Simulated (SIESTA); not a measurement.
Crystal: Ni.

```
Ni
1.0
     0.00000    1.73757    1.73757
     1.73757    0.00000    1.73757
     1.73757    1.73757    0.00000
Ni
1
Direct
  0.00000 0.00000 0.00000
```

Base run:

| Property | Result |
| --- | --- |
| Program | SIESTA 5.4.2 |
| Functional | PBE |
| Potentials or basis | PseudoDojo 0.4 standard (PBE files) |
| Basis | TZP (energy shift 0.003 Ry; two zetas on semicore shells) |
| Grid cutoff | 800 Ry |
| Energy shift | 0.003 Ry |
| k mesh | 9 × 9 × 9 |
| Occupations | fermi-dirac, width 0.05 eV |
| Spin | collinear spin, ferromagnetic start |
| Starting moments | [1.0] μB |

Its results: band gap on the k mesh none (metal or under the smearing width); pressure 6.5 GPa; net moment 0.51 μB per cell; site moments Ni +0.51 μB.

Question: After a change of settings the same cell gave: band gap on the k mesh none (metal or under the smearing width); pressure -4.4 GPa; net moment 0.53 μB per cell; site moments Ni +0.53 μB. Which change was it?
A. basis from TZP (energy shift 0.003 Ry; two zetas on semicore shells) to SZP (energy shift 0.003 Ry)
B. basis from TZP (energy shift 0.003 Ry; two zetas on semicore shells) to DZ (energy shift 0.003 Ry; two zetas on semicore shells)
C. basis from TZP (energy shift 0.003 Ry; two zetas on semicore shells) to SZ (energy shift 0.003 Ry)
D. basis from TZP (energy shift 0.003 Ry; two zetas on semicore shells) to TZDP (energy shift 0.003 Ry; two zetas on semicore shells)

Answer: B.

Caveats: short orbitals over semicore shells can move pressures by several GPa; the basis of atomic orbitals isn't converged, which shifts pressures, moduli and gaps; the basis has no polarisation orbitals (some runs).
